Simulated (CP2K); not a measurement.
# ZnS (Wurtzite-2H) (P6_3mc) in CP2K: a series of runs

One crystal, ZnS (Wurtzite-2H), is run at these levels: PBEsol, LDA, r2SCAN, TB-mBJ; tasks: band structure.

Everything below comes from runs of CP2K 2026.2. Logs are shortened: lines on timing, memory, paths and dates and some standing lists are left out, and cuts for length are marked.

**Experimental background.**

From a printed reference work, monograph, for a bulk crystal of ZnS at 4 K: band gap 3.911 eV (direct).

The results are compared with them further down.

## Step 1: Starting point

The structure is hexagonal, space group P6_3mc (No. 186). The conventional cell has a = 3.811 Å, b = 3.811 Å, c = 6.234 Å, α = 90.00°, β = 90.00°, γ = 120.00°. Around Zn (site symmetry 3m) lie 4 S at 2.31 to 2.40 Å. S (site symmetry 3m) has 4 Zn at 2.31 to 2.40 Å as nearest neighbours.

## Step 2: Band structure, PBEsol

Contents of zns_bands.inp:

```
&GLOBAL
  PROJECT zns_bands
  RUN_TYPE ENERGY_FORCE
  PRINT_LEVEL LOW
&END GLOBAL
&FORCE_EVAL
  METHOD QS
  STRESS_TENSOR ANALYTICAL
  &DFT
    BASIS_SET_FILE_NAME BASIS_MOLOPT_UZH
    POTENTIAL_FILE_NAME POTENTIAL_UZH
    &MGRID
      CUTOFF 450
      REL_CUTOFF 60
      NGRIDS 4
    &END MGRID
    &QS
      METHOD GPW
      EPS_DEFAULT 1.0E-10
    &END QS
    &KPOINTS
      SCHEME MONKHORST-PACK 8 8 5
      GAMMA_CENTERED T
      SYMMETRY T
      SYMMETRY_BACKEND SPGLIB
    &END KPOINTS
    &SCF
      SCF_GUESS ATOMIC
      EPS_SCF 1.0E-6
      MAX_SCF 100
      ADDED_MOS 14
      CHOLESKY OFF
      EPS_EIGVAL 1.0E-7
      &DIAGONALIZATION ON
        ALGORITHM STANDARD
      &END DIAGONALIZATION
      &MIXING ON
        METHOD BROYDEN_MIXING
        ALPHA 0.4
        BETA 1.5
        NBUFFER 8
      &END MIXING
      &SMEAR ON
        METHOD FERMI_DIRAC
        ELECTRONIC_TEMPERATURE [K] 1160.452
      &END SMEAR
    &END SCF
    &XC
      &XC_FUNCTIONAL
        &GGA_X_PBE_SOL
        &END GGA_X_PBE_SOL
        &GGA_C_PBE_SOL
        &END GGA_C_PBE_SOL
      &END XC_FUNCTIONAL
    &END XC
    &PRINT
      &KPOINTS ON
      &END KPOINTS
      &MULLIKEN ON
      &END MULLIKEN
      &MO ON
        ENERGIES T
        OCCUPATION_NUMBERS T
        &EACH
          QS_SCF 0
        &END EACH
        ADD_LAST NUMERIC
      &END MO
      &BAND_STRUCTURE
        FILE_NAME bands.bs
        ADDED_MOS 4
        &KPOINT_SET
          UNITS B_VECTOR
          NPOINTS 8
          SPECIAL_POINT GAMMA 0.00000000 0.00000000 0.00000000
          SPECIAL_POINT M 0.50000000 0.00000000 0.00000000
          SPECIAL_POINT K 0.33333333 0.33333333 0.00000000
          SPECIAL_POINT GAMMA 0.00000000 0.00000000 0.00000000
          SPECIAL_POINT A 0.00000000 0.00000000 0.50000000
          SPECIAL_POINT L 0.50000000 0.00000000 0.50000000
          SPECIAL_POINT H 0.33333333 0.33333333 0.50000000
          SPECIAL_POINT A 0.00000000 0.00000000 0.50000000
        &END KPOINT_SET
        &KPOINT_SET
          UNITS B_VECTOR
          NPOINTS 8
          SPECIAL_POINT L 0.50000000 0.00000000 0.50000000
          SPECIAL_POINT M 0.50000000 0.00000000 0.00000000
        &END KPOINT_SET
        &KPOINT_SET
          UNITS B_VECTOR
          NPOINTS 8
          SPECIAL_POINT K 0.33333333 0.33333333 0.00000000
          SPECIAL_POINT H 0.33333333 0.33333333 0.50000000
        &END KPOINT_SET
      &END BAND_STRUCTURE
    &END PRINT
  &END DFT
  &SUBSYS
    &CELL
      ABC 3.8110000000 3.8110000000 6.2340000000
      ALPHA_BETA_GAMMA 90.0000000000 90.0000000000 120.0000000002
      PERIODIC XYZ
    &END CELL
    &COORD
      SCALED
      Zn  0.6666666667 0.3333333333 0.5000000000
      Zn  0.3333333333 0.6666666667 0.0000000000
      S   0.6666666667 0.3333333333 0.8850000000
      S   0.3333333333 0.6666666667 0.3850000000
    &END COORD
    &KIND Zn
      BASIS_SET TZVP-MOLOPT-PBE-GTH-q12
      POTENTIAL GTH-PBE-q12
    &END KIND
    &KIND S
      BASIS_SET TZVP-MOLOPT-PBE-GTH-q6
      POTENTIAL GTH-PBE-q6
    &END KIND
    &PRINT
      &ATOMIC_COORDINATES ON
      &END ATOMIC_COORDINATES
      &CELL ON
      &END CELL
      &SYMMETRY ON
      &END SYMMETRY
    &END PRINT
  &END SUBSYS
  &PRINT
    &FORCES ON
    &END FORCES
    &STRESS_TENSOR ON
    &END STRESS_TENSOR
  &END PRINT
&END FORCE_EVAL
```

Potentials or basis: POTENTIAL_UZH Zn GTH-PBE-q12, S GTH-PBE-q6; TZVP-MOLOPT-PBE-GTH basis.

Started as:

```bash
$ OMP_NUM_THREADS=1 mpirun -n 4 cp2k.psmp -i zns_bands.inp -o zns_bands.out
```

zns_bands.out:

```text

 CP2K| version string:                                       CP2K version 2026.2
 CP2K| Input file name                                             zns_bands.inp

 GLOBAL| Force Environment number                                              1
 GLOBAL| Basis set file name                                    BASIS_MOLOPT_UZH
 GLOBAL| Potential file name                                       POTENTIAL_UZH
 GLOBAL| MM Potential file name                                     MM_POTENTIAL
 GLOBAL| Coordinate file name                                      __STD_INPUT__
 GLOBAL| Method name                                                        CP2K
 GLOBAL| Project name                                                  zns_bands
 GLOBAL| Run type                                                   ENERGY_FORCE
 GLOBAL| FFT library                                                       FFTW3
 GLOBAL| Diagonalization library                                       ScaLAPACK
 GLOBAL| Cholesky decomposition library                                ScaLAPACK
 GLOBAL| DGEMM library                                                      BLAS
 GLOBAL| Direct generalized diagonalization requested                          F
 GLOBAL| Matrix multiplication library                                 ScaLAPACK
 GLOBAL| Global print level                                                  LOW
 GLOBAL| Total number of message passing processes                             4
 GLOBAL| Number of threads for this process                                    1
 GLOBAL| CPU model name                          Intel(R) Xeon(R) Platinum 8488C

 CELL| Volume [angstrom^3]:                                            78.410699
 CELL| Vector a [angstrom]:       3.811     0.000     0.000   |a| =     3.811000
 CELL| Vector b [angstrom]:      -1.906     3.300     0.000   |b| =     3.811000
 CELL| Vector c [angstrom]:       0.000     0.000     6.234   |c| =     6.234000
 CELL| Angle (b,c), alpha [degree]:                                    90.000000
 CELL| Angle (a,c), beta  [degree]:                                    90.000000
 CELL| Angle (a,b), gamma [degree]:                                   120.000000
 CELL| Numerically orthorhombic:                                              NO
 CELL| Periodicity                                                           XYZ

 CELL_REF| Volume [angstrom^3]:                                        78.410699
 CELL_REF| Vector a [angstrom     3.811     0.000     0.000   |a| =     3.811000
 CELL_REF| Vector b [angstrom    -1.906     3.300     0.000   |b| =     3.811000
 CELL_REF| Vector c [angstrom     0.000     0.000     6.234   |c| =     6.234000
 CELL_REF| Angle (b,c), alpha [degree]:                                90.000000
 CELL_REF| Angle (a,c), beta  [degree]:                                90.000000
 CELL_REF| Angle (a,b), gamma [degree]:                               120.000000
 CELL_REF| Numerically orthorhombic:                                          NO
 CELL_REF| Periodicity                                                       XYZ
[... 9 lines left out ...]
 TOTAL NUMBERS AND MAXIMUM NUMBERS

  Total number of            - Atomic kinds:                                   2
                             - Atoms:                                          4
                             - Shell sets:                                     4
                             - Shells:                                        34
[... 139 lines left out ...]
 MO| EIGENVALUES AND OCCUPATION NUMBERS FOR K POINT 1
 MO|
 MO|  Index      Eigenvalue [a.u.]        Eigenvalue [eV]             Occupation
 MO|      1              -0.323822              -8.811652               2.000000
 MO|      2              -0.322170              -8.766704               2.000000
 MO|      3              -0.111236              -3.026898               2.000000
 MO|      4              -0.109407              -2.977109               2.000000
 MO|      5              -0.108994              -2.965878               2.000000
 MO|      6              -0.106761              -2.905109               2.000000
[... 518 lines left out ...]
 MO|     31               0.657807              17.899826               0.000000
 MO|     32               0.672008              18.286262               0.000000
 MO| Sum:                                                              36.000000
 MO| E(Fermi):            0.160885 a.u.          4.377914 eV

 [... the levels of further k-points ...]

 !-----------------------------------------------------------------------------!
                     Mulliken Population Analysis

 #  Atom  Element  Kind  Atomic population                           Net charge
       1     Zn       1         11.705260                              0.294740
       2     Zn       1         11.705258                              0.294742
       3     S        2          6.294741                             -0.294741
       4     S        2          6.294741                             -0.294741
 # Total charge                             36.000000                  0.000000

 !-----------------------------------------------------------------------------!

 KPOINTS| Band Structure Calculation
 KPOINTS| Number of k-point sets                                               3
 KPOINTS| Number of added MOs/bands                                            4
 KPOINTS| Number of k-points in set    1                                      57
 KPOINTS| In units of b-vector [2pi/Bohr]
 KPOINTS| Special point     1       GAMMA     0.000000     0.000000     0.000000
 KPOINTS| Special point     2           M     0.500000     0.000000     0.000000
 KPOINTS| Special point     3           K     0.333333     0.333333     0.000000
 KPOINTS| Special point     4       GAMMA     0.000000     0.000000     0.000000
 KPOINTS| Special point     5           A     0.000000     0.000000     0.500000
 KPOINTS| Special point     6           L     0.500000     0.000000     0.500000
 KPOINTS| Special point     7           H     0.333333     0.333333     0.500000
 KPOINTS| Special point     8           A     0.000000     0.000000     0.500000
 KPOINTS| Number of k-points in set    2                                       9
 KPOINTS| In units of b-vector [2pi/Bohr]
 KPOINTS| Special point     1           L     0.500000     0.000000     0.500000
 KPOINTS| Special point     2           M     0.500000     0.000000     0.000000
 KPOINTS| Number of k-points in set    3                                       9
 KPOINTS| In units of b-vector [2pi/Bohr]
 KPOINTS| Special point     1           K     0.333333     0.333333     0.000000
 KPOINTS| Special point     2           H     0.333333     0.333333     0.500000

 ENERGY| Total FORCE_EVAL ( QS ) energy [hartree]           -141.339956910537268

 FORCES| Atomic forces [hartree/bohr]
 FORCES|   Atom     x               y               z               |f|
 FORCES|      1  5.96728998E-07 -3.53088065E-07  7.14327225E-03   7.14327229E-03
 FORCES|      2 -5.96653303E-07  3.49866631E-07  7.14312608E-03   7.14312611E-03
 FORCES|      3  5.39041368E-07 -3.12258428E-07 -6.43029992E-03   6.43029995E-03
 FORCES|      4 -5.39114334E-07  3.15478999E-07 -6.43030297E-03   6.43030300E-03
 FORCES| Sum     2.72954385E-12 -8.62646749E-13  1.42579544E-03
 FORCES| Total atomic force                                       1.42579544E-03

 STRESS| Analytical stress tensor [bar]
 STRESS|                        x                   y                   z
 STRESS|      x       -2.41848189658E+00   2.45145564636E+01  -4.71846150697E-04
 STRESS|      y        2.45145564636E+01   2.61914093280E+01   6.62317227519E-03
 STRESS|      z       -4.71846150697E-04   6.62317227519E-03  -1.74067675964E+04
 STRESS| 1/3 Trace                                            -5.79433155633E+03
 STRESS| Determinant                                           1.15634363068E+07

 STRESS| Eigenvectors and eigenvalues of the analytical stress tensor [bar]
 STRESS|                        1                   2                   3
 STRESS| Eigenvalues  -1.74067675964E+04  -1.64965408387E+01   4.02694682726E+01
 STRESS|      x           0.000000027646      0.867178434773      0.497997552468
 STRESS|      y          -0.000000379961     -0.497997552468      0.867178434773
 STRESS|      z           1.000000000000     -0.000000213194      0.000000315727
```

Wall time 33 s (4 MPI ranks of Intel Xeon Platinum 8488C (Sapphire Rapids), shared host).

Results:

```
Free energy             : -3846.0558 eV
Pressure                : -0.6 GPa
Band gap along the path : 2.03 eV, direct
Mulliken charges        : Zn +0.29; S -0.29 e
```

Levels at the corners of the path, in eV from the valence-band top:
```
point  band 16  band 17  band 18  band 19  band 20  band 21
    Γ    -0.02    -0.02     0.00     2.03     2.81     6.16
    M    -2.32    -1.62    -1.02     3.47     4.11     5.06
    K    -2.29    -2.28    -2.28     4.31     5.85     5.85
    Γ    -0.02    -0.02     0.00     2.03     2.81     6.16
    A    -0.47    -0.47    -0.47     3.32     3.32     6.64
    L    -1.72    -1.58    -1.58     3.44     3.44     5.06
    H    -3.21    -1.29    -1.29     4.40     4.40     6.38
    A    -0.47    -0.47    -0.47     3.32     3.32     6.64
    L    -1.72    -1.58    -1.58     3.44     3.44     5.06
    M    -2.32    -1.62    -1.02     3.47     4.11     5.06
    K    -2.29    -2.28    -2.28     4.31     5.85     5.85
    H    -3.21    -1.29    -1.29     4.40     4.40     6.38
```

Caveat: the forces don't sum to zero, a sign of grid noise; Mulliken charges move with the basis; the potentials were made for another functional, which shifts forces and pressure; the basis of atomic orbitals isn't converged, which shifts pressures, moduli and gaps.

## Step 3: Band structure, LDA

Changes to zns_bands.inp since step 2:

```diff
@@ -10,3 +10,3 @@
     BASIS_SET_FILE_NAME BASIS_MOLOPT_UZH
-    POTENTIAL_FILE_NAME POTENTIAL_UZH
+    POTENTIAL_FILE_NAME GTH_POTENTIALS
     &MGRID
@@ -14,3 +14,3 @@
       REL_CUTOFF 60
-      NGRIDS 4
+      NGRIDS 5
     &END MGRID
@@ -44,3 +44,3 @@
         METHOD FERMI_DIRAC
-        ELECTRONIC_TEMPERATURE [K] 1160.452
+        ELECTRONIC_TEMPERATURE 1160.45
       &END SMEAR
@@ -49,6 +49,6 @@
       &XC_FUNCTIONAL
-        &GGA_X_PBE_SOL
-        &END GGA_X_PBE_SOL
-        &GGA_C_PBE_SOL
-        &END GGA_C_PBE_SOL
+        &LDA_X
+        &END LDA_X
+        &LDA_C_PW
+        &END LDA_C_PW
       &END XC_FUNCTIONAL
@@ -70,3 +70,3 @@
         FILE_NAME bands.bs
-        ADDED_MOS 4
+        ADDED_MOS 6
         &KPOINT_SET
@@ -100,4 +100,5 @@
     &CELL
-      ABC 3.8110000000 3.8110000000 6.2340000000
-      ALPHA_BETA_GAMMA 90.0000000000 90.0000000000 120.0000000002
+      A 3.8110000000 0.0000000000 0.0000000000
+      B -1.9055000000 3.3004228138 0.0000000000
+      C 0.0000000000 0.0000000000 6.2340000000
       PERIODIC XYZ
@@ -113,3 +114,3 @@
       BASIS_SET TZVP-MOLOPT-PBE-GTH-q12
-      POTENTIAL GTH-PBE-q12
+      POTENTIAL GTH-PADE-q12
     &END KIND
@@ -117,3 +118,3 @@
       BASIS_SET TZVP-MOLOPT-PBE-GTH-q6
-      POTENTIAL GTH-PBE-q6
+      POTENTIAL GTH-PADE-q6
     &END KIND
@@ -124,4 +125,2 @@
       &END CELL
-      &SYMMETRY ON
-      &END SYMMETRY
     &END PRINT
```

Potentials or basis: GTH_POTENTIALS Zn GTH-PADE-q12, S GTH-PADE-q6; TZVP-MOLOPT-PBE-GTH basis.

Started as:

```bash
$ OMP_NUM_THREADS=1 mpirun -n 4 cp2k.psmp -i zns_bands.inp -o zns_bands.out
```

It took 32 s on 4 MPI ranks of Intel Xeon Platinum 8488C (Sapphire Rapids), shared host.

The run converged. Its results:

```
Free energy             : -3851.3616 eV
Pressure                : -3.7 GPa
Largest force           : 0.311 eV/Å
Band gap along the path : 1.93 eV, direct
Mulliken charges        : Zn +0.12; S -0.12 e
```

Forces on the atoms (eV/Å):
```
Zn   0.000  0.000  0.311
Zn   0.000  0.000  0.311
S    0.000  0.000 -0.311
S    0.000  0.000 -0.311
```

Stress tensor (GPa, compression positive):
```
-3.11  0.00  0.00
 0.00 -3.11  0.00
 0.00  0.00 -4.81
```

Levels at the corners of the path, in eV from the valence-band top:
```tsv
point	band 16	band 17	band 18	band 19	band 20	band 21
Γ	-0.02	-0.02	0.00	1.93	2.73	6.15
M	-2.31	-1.62	-1.02	3.43	4.04	5.05
K	-2.29	-2.28	-2.28	4.31	5.76	5.76
Γ	-0.02	-0.02	0.00	1.93	2.73	6.15
A	-0.48	-0.48	-0.48	3.24	3.24	6.62
L	-1.72	-1.58	-1.58	3.38	3.38	5.04
H	-3.21	-1.29	-1.29	4.35	4.35	6.36
A	-0.48	-0.48	-0.48	3.24	3.24	6.62
L	-1.72	-1.58	-1.58	3.38	3.38	5.04
M	-2.31	-1.62	-1.02	3.43	4.04	5.05
K	-2.29	-2.28	-2.28	4.31	5.76	5.76
H	-3.21	-1.29	-1.29	4.35	4.35	6.36
```

Caveat: Mulliken charges move with the basis; the basis of atomic orbitals isn't converged, which shifts pressures, moduli and gaps.

[end of part 1 of 2]
